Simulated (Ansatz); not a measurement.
How settings move the results for N

```yaml
crystal:
  lattice:
    - [2.51947, 0.00000, 0.00000]
    - [-1.25974, 2.18193, 0.00000]
    - [0.00000, 0.00000, 2.44600]
  atoms:
    - { symbol: N, position: [0.66667, 0.33333, 0.25000] }
    - { symbol: N, position: [0.33333, 0.66667, 0.75000] }
```

Atoms are numbered in the order listed.

Structure from Materials Project entry mp-1061298 (possibly hypothetical), not relaxed further.

The calculation used DFT, r2SCAN, PAW with Ansatz's default frozen-core files, scalar-relativistic in Ansatz 0.2.0.

Numerical set-up: a Γ-centred 16×16×15 k mesh, Fermi–Dirac smearing of 0.05 eV, cutoff 500 eV, no spin polarisation; the PAW files were made with PBE, and the program remakes their frozen cores for this functional. One setting is then changed at a time.

```csv
k mesh,free energy less the base's (meV/atom),P (GPa),Vzz N2 (10²¹ V/m²)
16×16×15 (base),0.0,6.53,2.54
5×5×4,-53.1,2.26,2.88
8×8×8,-4.4,5.46,2.23
12×12×11,4.8,6.70,2.53
22×22×21,0.3,6.48,2.51
```
